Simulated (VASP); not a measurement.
# MgS (P6_3mc) in VASP: notebook

Runs on MgS. Level: PBEsol. Tasks: single point.

All numbers are computed with VASP 6.6.1; they aren't measurements. Logs are shortened: lines on timing, memory, paths and dates and some standing lists are left out, and cuts for length are marked.

## Step 1: Starting point

The structure is hexagonal, space group P6_3mc (No. 186). Conventional cell: a = 4.090 Å, b = 4.090 Å, c = 6.260 Å, α = 90.00°, β = 90.00°, γ = 120.00°. Mg (site symmetry 3m) is surrounded by 4 S at 2.40 to 2.47 Å. S (site symmetry 3m) has 4 Mg at 2.40 to 2.47 Å as nearest neighbours.

The cell comes from a database or a generator and needn't be the stable form of this composition.

## Step 2: Single point, PBEsol

INCAR reads:

```
PREC = Accurate
ENCUT = 520
EDIFF = 1E-7
ISMEAR = 0
SIGMA = 0.05
LREAL = False
LASPH = True
NELM = 100
ALGO = Normal
ISIF = 2
LWAVE = False
LCHARG = False
GGA = PS
NBANDS = 16
```

KPOINTS reads:

```
Automatic mesh
0
Gamma
  9 9 4
```

POSCAR reads:

```
MgS
1.0
    4.0898980757      0.0000000000      0.0000000000
   -2.0449490378      3.5419556324      0.0000000000
    0.0000000000      0.0000000000      6.2596019996
Mg S
2 2
Direct
    0.6666666667      0.3333333333      0.4957548500
    0.3333333333      0.6666666667      0.9957548500
    0.3333333333      0.6666666667      0.3792441500
    0.6666666667      0.3333333333      0.8792441500
```

Potentials or basis: VASP PAW PBE potentials, release 64 (Mg, S).

Started as:

```bash
$ cat potpaw_PBE.64/Mg/POTCAR potpaw_PBE.64/S/POTCAR > POTCAR
$ mpirun -np 1 vasp_std > vasp.out
```

OUTCAR:

```text
PREC = Accurate
   ENCUT = 520
   EDIFF = 1E-7
   ISMEAR = 0
   LREAL = False
   LASPH = True
   NELM = 100
   ISIF = 2
   GGA = PS

 ion  position               nearest neighbor table
   1  0.667  0.333  0.496-   4 2.40   3 2.47   3 2.47   3 2.47
   2  0.333  0.667  0.996-   3 2.40   4 2.47   4 2.47   4 2.47
   3  0.333  0.667  0.379-   2 2.40   1 2.47   1 2.47   1 2.47
   4  0.667  0.333  0.879-   1 2.40   2 2.47   2 2.47   2 2.47

  LATTYP: Found a hexagonal cell.
 ALAT       =     4.0898980757
 C/A-ratio  =     1.5305031773

  Lattice vectors:

 A1 = (   4.0898980757,   0.0000000000,   0.0000000000)
 A2 = (  -2.0449490378,   3.5419556324,   0.0000000000)
 A3 = (   0.0000000000,   0.0000000000,   6.2596019996)

Analysis of symmetry for initial positions (statically):
=====================================================================
 Subroutine PRICEL returns:
 Original cell was already a primitive cell.

 Routine SETGRP: Setting up the symmetry group for a
 hexagonal supercell.

 Subroutine GETGRP returns: Found 12 space group operations
 (whereof  6 operations were pure point group operations)
 out of a pool of 24 trial point group operations.

The static configuration has the point symmetry C_3v.
 The point group associated with its full space group is C_6v.

Analysis of symmetry for dynamics (positions and initial velocities):
=====================================================================
 Subroutine PRICEL returns:
 Original cell was already a primitive cell.

 Routine SETGRP: Setting up the symmetry group for a
 hexagonal supercell.

 Subroutine GETGRP returns: Found 12 space group operations
 (whereof  6 operations were pure point group operations)
 out of a pool of 24 trial point group operations.

The dynamic configuration has the point symmetry C_3v.
 The point group associated with its full space group is C_6v.

 Subroutine INISYM returns: Found 12 space group operations
 (whereof  6 operations are pure point group operations),
 and found     1 'primitive' translations

----------------------------------------------------------------------------------------

                                     Primitive cell

  volume of cell :      90.6781

  direct lattice vectors                    reciprocal lattice vectors
     4.089898076  0.000000000  0.000000000     0.244504871  0.141164953  0.000000000
[... 92 lines left out ...]
   EDIFFG = 0.1E-05   stopping-criterion for IOM
   NSW    =      0    number of steps for IOM
   IBRION =     -1    ionic relax: 0-MD 1-quasi-New 2-CG
   NFREE  =      0    steps in history (QN), initial steepest desc. (CG)
   ISIF   =      2    stress and relaxation
   ISYM   =      2    0-nonsym 1-usesym 2-fastsym
   POTIM  = 0.5000    time-step for ionic-motion
   TEBEG  =    0.0;   TEEND  =   0.0 temperature during run
   PSTRESS=    0.0 pullay stress
   NELECT =      16.0000    total number of electrons
   NUPDOWN=      -1.0000    fix difference up-down
   EMIN   =  10.00;   EMAX   =-10.00  energy-range for DOS
   EFERMI =   0.00;   METHOD = LEGACY
   ISMEAR =     0;   SIGMA  =   0.05  broadening in eV -4-tet -1-fermi 0-gaus
   EFERMI_NEDOS =   21; number of points for ismear=-14 and -15
   IALGO  =     38    algorithm
   IMIX   =      4    mixing-type and parameters
     AMIX     =   0.40;   BMIX     =  1.00
     AMIX_MAG =   1.60;   BMIX_MAG =  1.00
  volume/ion in A,a.u.               =      22.67       152.98
  Fermi-wavevector in a.u.,A,eV,Ry     =   0.918221  1.735187 11.471486  0.843130
  Thomas-Fermi vector in A             =   2.043279
   LORBIT       =      0    0 simple, 1 ext, 2 COOP (PROOUT), +10 PAW based schemes
   GGA     = PS    functional components
   LHFCALC =     F    Hartree Fock is set to
   AEXX    =    0.0000 exact exchange contribution
   IVDW    =     0    specifies the selected vdW correction
   LEPSILON=     F    determine dielectric tensor
   LRPA    =     F    only Hartree local field effects (RPA)
 non-spin polarized calculation
 Gauss-broadening in eV      SIGMA  =   0.05
  energy-cutoff  :      520.00
  volume of cell :       90.68
 maximum number of plane-waves:      2462
   NGX = 15   NGY = 15   NGZ = 23

 number of electron      15.9999999 magnetization

 Free energy of the ion-electron system (eV)
  ---------------------------------------------------
  ext. energy  EPLUGINS =         0.00000000
  ---------------------------------------------------
  free energy    TOTEN  =       -17.84555001 eV

  energy without entropy =      -17.84555001  energy(sigma->0) =      -17.84555001

 E-fermi :   1.4068     XC(G=0):  -8.5673

 val. band max:        1.2059877481   @ k =   0.0000   0.0000   0.0000
 cond. band min:       4.4069280994   @ k =   0.0000   0.0000   0.0000
 fundamental gap:      3.2009403513
 Fermi energy:         1.4067559923

 k-point     1 :       0.0000    0.0000    0.0000
  band No.  band energies     occupation
      1     -10.2774      2.00000
      2      -9.4570      2.00000
      3      -2.1215      2.00000
      4       0.4544      2.00000
      5       0.4544      2.00000
      6       0.9559      2.00000
[... 433 lines left out ...]
      3      -1.5254      2.00000
      4      -1.5254      2.00000
      5      -1.2675      2.00000
      6      -0.3796      2.00000
[... 8 lines left out ...]
     15      10.2795      0.00000
     16      11.6499      0.00000

 [... further k-points ...]

------------------------ aborting loop because EDIFF is reached ----------------------------------------

  FORCE on cell =-STRESS in cart. coord.  units (eV):
  Direction    XX          YY          ZZ          XY          YZ          ZX
  --------------------------------------------------------------------------------------
  -------------------------------------------------------------------------------------
  Total       -0.9271529     -0.9271529      1.2165520     -0.0000000      0.0000000      0.0000000
  in kB      -16.3817241    -16.3817241     21.4950742     -0.0000000      0.0000000      0.0000000
  external PRESSURE =      -3.7561247 kB  Pullay stress =       0.0000000 kB

 VOLUME and BASIS-vectors are now :
 -----------------------------------------------------------------------------
  energy-cutoff  :      520.00
  volume of cell :       90.68
      direct lattice vectors                 reciprocal lattice vectors
     4.089898076  0.000000000  0.000000000     0.244504871  0.141164953  0.000000000
    -2.044949038  3.541955632  0.000000000     0.000000000  0.282329906  0.000000000
     0.000000000  0.000000000  6.259602000     0.000000000  0.000000000  0.159754566

 POSITION                                       TOTAL-FORCE (eV/Angst)
 -----------------------------------------------------------------------------------
      2.04495      1.18065      3.10323         0.000000      0.000000     -0.289474
     -0.00000      2.36130      6.23303        -0.000000      0.000000     -0.289474
     -0.00000      2.36130      2.37392        -0.000000      0.000000      0.289474
      2.04495      1.18065      5.50372         0.000000      0.000000      0.289474
 -----------------------------------------------------------------------------------
    total drift:                               -0.000000      0.000000      0.000365

  FREE ENERGIE OF THE ION-ELECTRON SYSTEM (eV)
  ---------------------------------------------------
  free  energy   TOTEN  =       -17.8455500078 eV

  energy  without entropy=      -17.8455500078  energy(sigma->0) =      -17.84555001
```

It took 31 s on 1 thread of Intel Xeon 6975P-C (Granite Rapids), shared host; peak memory 0.2 GiB.

What came out:

- Free energy: -17.8456 eV
- Pressure: -0.4 GPa
- Largest force: 0.289 eV/Å
- Band gap on the k mesh: 3.20 eV, direct

Forces on the atoms (eV/Å):
```
Mg   0.000  0.000 -0.289
Mg   0.000  0.000 -0.289
S    0.000  0.000  0.289
S    0.000  0.000  0.289
```

Levels at points of the mesh, in eV from the valence-band top:
```csv
k point,band 4,band 5,band 6,band 7,band 8,band 9,band 10,band 11,band 12,band 13
"(0.00, 0.00, 0.00)",-0.75,-0.75,-0.25,-0.25,0.00,3.20,4.30,7.16,7.16,8.31
"(0.00, 0.00, 0.50)",-1.98,-0.51,-0.51,-0.51,-0.51,4.63,4.63,7.29,7.29,7.29
```

Caveat: the PAW data sets were made with another functional, which shifts forces and pressure a little.

## Step 3: Single point, PBEsol

This run uses another cell than the first one, of the same volume but with other edges.

INCAR reads:

```
PREC     = Accurate       # precision mode
ENCUT    = 520            # plane-wave cutoff, eV
EDIFF    = 1E-6           # SCF threshold, eV
ISMEAR   = 0              # smearing method
SIGMA    = 0.05           # smearing width, eV
LREAL    = F              # projectors in reciprocal space
LASPH    = T              # aspherical terms in the spheres
NELM     = 100            # most SCF steps
ALGO     = Fast           # electronic algorithm
ISIF     = 2              # what is computed and relaxed
LWAVE    = F              # write WAVECAR
LCHARG   = T              # write CHGCAR
GGA      = PS             # functional
LELF     = T              # ELF
LVHAR    = T            
NBANDS   = 16             # bands
```

KPOINTS is that of step 2.

POSCAR reads:

```
MgS
1.0
    4.2592185069      0.0000000000      0.0000000000
   -2.1296092534      3.6885914272      0.0000000000
    0.0000000000      0.0000000000      5.7718076447
Mg S
2 2
Direct
    0.6666666667      0.3333333333      0.4957548500
    0.3333333333      0.6666666667      0.9957548500
    0.3333333333      0.6666666667      0.3792441500
    0.6666666667      0.3333333333      0.8792441500
```

Potentials or basis: VASP PAW PBE potentials, release 64 (Mg, S).

Started as:

```bash
$ cat potpaw_PBE.64/Mg/POTCAR potpaw_PBE.64/S/POTCAR > POTCAR
$ mpirun -np 1 vasp_std > vasp.out
```

Wall time 28 s (1 thread of Intel Xeon 6975P-C (Granite Rapids), shared host); peak memory 0.23 GiB.

It converged, with:

```yaml
Free_energy: -17.3406 eV
Pressure: 1.6 GPa
Largest_force: 1.914 eV/Å
Band_gap_on_the_k_mesh: 3.03 eV, direct
```

Forces in eV/Å, atoms in the order of the input:
```
Mg   0.000  0.000 -1.914
Mg   0.000  0.000 -1.914
S    0.000  0.000  1.914
S    0.000  0.000  1.914
```

Stress tensor (GPa, compression positive):
```
-4.73  0.00  0.00
 0.00 -4.73  0.00
 0.00  0.00 14.27
```

Levels at points of the mesh, in eV from the valence-band top:
```
           k point  band 4  band 5  band 6  band 7  band 8  band 9  band 10  band 11  band 12  band 13
(0.00, 0.00, 0.00)   -1.13   -1.13   -0.36   -0.36    0.00    3.03     3.72     6.68     6.68     8.19
(0.00, 0.00, 0.50)   -1.99   -0.77   -0.77   -0.77   -0.77    4.43     4.43     6.73     6.73     6.73
```

Caveat: the PAW data sets were made with another functional, which shifts forces and pressure a little; an odd mesh through Γ misses points on the zone boundary, where band edges often lie. PBEsol gaps usually lie below the measured ones, often by a third to a half.

## Step 4: Single point, PBEsol

This run uses another cell than the first one, of the same volume but with other edges.

INCAR reads:

```
SYSTEM = MgS
  PREC = Accurate
  ENCUT = 520
  EDIFF = 1E-6
  ISMEAR = 0
  SIGMA = 0.05
  LREAL = .False.
  LASPH = .True.
  NELM = 100
  ALGO = Fast
  ISIF = 2
  LWAVE = .False.
  LCHARG = .False.
  GGA = PS
  NBANDS = 16
```

KPOINTS reads:

```
Automatic mesh
0
Gamma
  9 9 4
  0 0 0
```

POSCAR reads:

```
MgS
1.0
    3.7967250477      0.0000000000      0.0000000000
   -1.8983625239      3.2880603425      0.0000000000
    0.0000000000      0.0000000000      7.2636246861
Mg S
2 2
Direct
    0.6666666667      0.3333333333      0.4957548500
    0.3333333333      0.6666666667      0.9957548500
    0.3333333333      0.6666666667      0.3792441500
    0.6666666667      0.3333333333      0.8792441500
```

Started as:

```bash
$ cat potpaw_PBE.64/Mg/POTCAR potpaw_PBE.64/S/POTCAR > POTCAR
$ mpirun -np 1 vasp_std > vasp.out
```

It took 28 s on 1 thread of Intel Xeon 6975P-C (Granite Rapids), shared host; peak memory 0.21 GiB.

The run converged. Its results:

```yaml
Free_energy: -17.3337 eV
Pressure: 2.4 GPa
Largest_force: 0.798 eV/Å
Band_gap_on_the_k_mesh: 2.83 eV, direct
```

Forces in eV/Å, atoms in the order of the input:
```
Mg   0.000  0.000  0.798
Mg   0.000  0.000  0.798
S    0.000  0.000 -0.798
S    0.000  0.000 -0.798
```

Stress tensor (GPa, compression positive):
```
 7.16  0.00  0.00
 0.00  7.16  0.00
 0.00  0.00 -7.10
```

Levels at points of the mesh, in eV from the valence-band top:
| k point | band 6 | band 7 | band 8 | band 9 | band 10 | band 11 |
| --- | --- | --- | --- | --- | --- | --- |
| (0.00, 0.00, 0.00) | -0.18 | 0.00 | 0.00 | 2.83 | 5.46 | 6.96 |
| (0.00, 0.00, 0.50) | -0.09 | -0.09 | -0.09 | 4.94 | 4.94 | 6.74 |

Caveat: the PAW data sets were made with another functional, which shifts forces and pressure a little; an odd mesh through Γ misses points on the zone boundary, where band edges often lie.

## Step 5: Single point, PBEsol

This run uses another cell than the first one, of the same volume but with other edges.

INCAR reads:

```
SYSTEM = MgS
PREC = Accurate
ENCUT = 520
EDIFF = 1E-6
ISMEAR = 0
SIGMA = 0.05
LREAL = .False.
LASPH = .True.
NELM = 100
ALGO = Normal
ISIF = 2
LWAVE = .False.
LCHARG = .False.
GGA = PS
NBANDS = 16
```

KPOINTS is that of step 4.

POSCAR reads:

```
MgS
1.0
    4.1483330859      0.0000000000      0.0000000000
   -2.0741665430      3.5925618358      0.0000000000
    0.0000000000      0.0000000000      6.0844937615
Mg S
2 2
Direct
    0.6666666667      0.3333333333      0.4957548500
    0.3333333333      0.6666666667      0.9957548500
    0.3333333333      0.6666666667      0.3792441500
    0.6666666667      0.3333333333      0.8792441500
```

Started as:

```bash
$ cat potpaw_PBE.64/Mg/POTCAR potpaw_PBE.64/S/POTCAR > POTCAR
$ mpirun -np 1 vasp_std > vasp.out
```

Wall time 26 s (1 thread of Intel Xeon 6975P-C (Granite Rapids), shared host); peak memory 0.22 GiB.

It converged, with:

```
Free energy            : -17.7470 eV
Pressure               : 0.0 GPa
Largest force          : 0.738 eV/Å
Band gap on the k mesh : 3.13 eV, direct
```

Forces in eV/Å, atoms in the order of the input:
```
Mg   0.000  0.000 -0.738
Mg   0.000  0.000 -0.738
S    0.000  0.000  0.738
S    0.000  0.000  0.738
```

Stress tensor (GPa, compression positive):
```
-2.88  0.00  0.00
 0.00 -2.88  0.00
 0.00  0.00  5.69
```

Levels at points of the mesh, in eV from the valence-band top:
| k point | band 4 | band 5 | band 6 | band 7 | band 8 | band 9 | band 10 | band 11 | band 12 | band 13 |
| --- | --- | --- | --- | --- | --- | --- | --- | --- | --- | --- |
| (0.00, 0.00, 0.00) | -0.90 | -0.90 | -0.31 | -0.31 | 0.00 | 3.13 | 4.06 | 6.96 | 6.96 | 8.23 |
| (0.00, 0.00, 0.50) | -1.99 | -0.62 | -0.62 | -0.62 | -0.62 | 4.52 | 4.52 | 7.07 | 7.07 | 7.07 |

Caveat: the PAW data sets were made with another functional, which shifts forces and pressure a little.
